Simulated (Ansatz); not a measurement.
BaTiO3:

```
Ba Ti O
1.0
    -2.82767   -1.63255   -2.31773
     2.82767   -4.89766    0.00000
    -2.82767   -1.63255    4.63546
Ba Ti O
2 2 6
Direct
  0.01575 0.99511 0.97326
  0.98425 0.50489 0.52674
  0.50386 0.98954 0.50362
  0.46814 0.51046 0.02438
  0.53055 0.23162 0.73316
  0.48625 0.75828 0.23994
  0.47922 0.75734 0.73348
  0.53758 0.25276 0.23962
  0.99089 0.02893 0.47950
  0.04611 0.47107 0.00370
```

* Program: Ansatz 0.2.0
* Task: relaxation of cell and atoms
* Functional: RPBE
* Potentials or basis: Ansatz PAW
* Cutoff: 420 eV (not typed: the program's choice for these potentials)
* k mesh: 7 × 5 × 5
* Occupations: fermi-dirac, width 0.05 eV
* Spin: no spin polarisation

At the start: volume 12.84 Å³/atom.

Q: How do energy, volume and symmetry change on relaxing?

A: It ends after 14 steps and the volume is 14.11 Å³/atom (+9.9 %); space group Amm2 (No. 38, to 0.05 Å).

The path:
```csv
step,energy change (eV),largest force (eV/Å),volume (Å³)
1,0.0000,3.2706,128.39
2,-0.9141,1.3315,135.95
3,-1.1104,0.5984,143.58
4,-1.1922,0.2659,137.53
5,-1.2039,0.0490,138.71
6,-1.2039,0.0518,138.98
7,-1.2049,0.0215,139.19
8,-1.2057,0.0041,139.03
9,-1.2623,0.0043,139.03
10,-1.2638,0.0102,140.51
11,-1.2628,0.0018,140.95
12,-1.2690,0.0018,140.95
13,-1.2688,0.0008,141.05
14,-1.2692,0.0008,141.05
```

Final structure:
```
Ba Ti O
1.0
    -2.80436   -1.61910   -2.29018
     2.95798   -5.12360    0.00016
    -3.00572   -1.73559    4.90807
Ba Ti O
2 2 6
Direct
  0.00423 0.00001 0.01422
  0.00423 0.50001 0.51422
  0.50420 0.00001 0.53161
  0.50419 0.50001 0.03161
  0.50428 0.23692 0.72718
  0.50428 0.73692 0.22718
  0.50428 0.76306 0.72718
  0.50428 0.26306 0.22718
  0.00431 0.00000 0.47851
  0.00431 0.50000 0.97851
```

Caveat: the plane-wave basis is chosen anew once the cell has moved, so the energies of steps on either side of that aren't comparable; the pressure holds a Pulay correction of +0.4 GPa for the finite cutoff; the PAW data sets come from PBE, with cores solved anew for the run's functional, which leaves a small shift of forces and pressure.
